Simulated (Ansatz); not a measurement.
## Ionic part of the dielectric constant of ZrO₂ at 20 GPa, mode by mode

All numbers below come from DFT PBE, scalar-relativistic, plane waves, PAW (Ansatz). Plane waves to 420 eV; Γ-centred k mesh 8×8×8; fixed occupations. No spin polarisation. Phonons by linear response, acoustic sum rule imposed.

The structure is cubic, space group Fm-3m (No. 225). The conventional cell has a = 4.994 Å, b = 4.994 Å, c = 4.994 Å, α = 90.00°, β = 90.00°, γ = 90.00°. Zr (site symmetry m-3m) is surrounded by 8 O at 2.16 Å. O (site symmetry -43m) has 4 Zr at 2.16 Å as nearest neighbours.

Other phases may be more stable at this pressure.

The primitive cell has V = 31.13 Å³ and ε∞,zz = 5.728. Each polar mode adds Δε = (4.92064×10⁷/V)·S/ν² along z, with S its oscillator strength in e²/amu, ν in cm⁻¹ and V in Å³.

Problem. From these modes, find each Δε and ε0,zz.
```tsv
ν (cm⁻¹)	S_zz (e²/amu)
299.1	1.402
```

Solution.
```json
{"ν (cm⁻¹)": "299.1", "Δε": "24.76"}
```

The sum is 24.760, so ε0,zz = 30.49; the run's tensor has 30.49.

Problem. Where do the longitudinal modes lie for a wave vector along z?

Solution. At 690 cm⁻¹. The Lyddane–Sachs–Teller product Π(ν_LO/ν_TO)² = 5.32 matches ε0/ε∞ = 5.32.

This fluorite-type form isn't the usual stable structure of the compound at low pressure.

Cost: 1 run of about 0.48 core-minutes, on Intel Xeon Processor @ 2.70GHz (shared hosts).